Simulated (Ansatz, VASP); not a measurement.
One calculation of Si, two programs

Contents of INCAR:

```
  PREC = Accurate
  ENCUT = 520
  EDIFF = 1E-6
  ISMEAR = 0
  SIGMA = 0.01
  LREAL = F
  LASPH = T
  NELM = 100
  ALGO = Normal
  ISIF = 2
  LWAVE = F
  LCHARG = F
  GGA = PE
  NBANDS = 11
```

KPOINTS

```
Automatic mesh
0
Gamma
  8 8 8
```

The input POSCAR:

```
Si
1.0
    0.0000000000      2.7461027594      2.7270443336
    2.7461027594      0.0000000000      2.7270443336
    2.7461027594      2.7461027594      0.0000000000
Si
2
Direct
    0.0000000000      0.0000000000      0.0000000000
    0.2500000000      0.2500000000      0.2500000000
```

Input for Ansatz:

```yaml
crystal:
  lattice:
    - [0.0, 2.7461027594, 2.7270443336]
    - [2.7461027594, 0.0, 2.7270443336]
    - [2.7461027594, 2.7461027594, 0.0]
  atoms:
    - { symbol: Si, position: [0.0, 0.0, 0.0] }
    - { symbol: Si, position: [0.25, 0.25, 0.25] }
basis:
  ecutwfc: 420
kpoints:
  mp_grid: { grid: [8, 8, 8] }
  band_path:
    path:
      - [0.0, 0.0, 0.0]
      - [0.0, 0.0, 0.0]
      - [0.4181789205, 0.4181789205, 0.0]
      - [0.0, 0.4191372003, 0.4191372003]
      - [0.5, 0.5, 0.5]
      - [0.0, 0.0, 0.5]
      - [0.0037085417, 0.0037085417, 0.0074170834]
      - [-0.0037085417, -0.0037085417, -0.0074170834]
      - [0.0037085417, 0.0037085417, 0.0074170834]
      - [-0.0037085417, -0.0037085417, -0.0074170834]
    npoints: 1
hamiltonian:
  xc: pbe
  pseudopotentials: { kind: paw }
scf:
  occupations: { method: fixed }
  n_extra_bands: 5
output:
  forces: true
  stress: true
  eigenvalues: true
```

Alike in both runs: task single point; functional PBE; k mesh 8 × 8 × 8; no spin polarisation.

|  | VASP | Ansatz |
| --- | --- | --- |
| version | VASP 6.6.1 | Ansatz 0.2.0 |
| potentials or method | VASP PAW PBE potentials, release 64 (Si) | scalar-relativistic, plane waves, PAW |
| plane-wave cutoff (eV) | 520 | 420 |
| occupations | gaussian, width 0.01 eV | fixed |
| valence electrons in the cell | 8 | 8 |

VASP gave:

```
gap on the k mesh at the Fermi level (eV)       : 0.59
least direct gap on the mesh (eV)               : 2.50
pressure (GPa)                                  : -0.5
largest component of the traceless stress (GPa) : 0.44
```

Task: Which values does Ansatz return?

Result: gap on the k mesh at the Fermi level (eV): 0.58; least direct gap on the mesh (eV): 2.50; pressure (GPa): -0.4; largest component of the traceless stress (GPa): 0.44.

A k mesh can miss the band edges. Expect the measured gap to be larger: semilocal functionals such as PBE lack the derivative discontinuity.
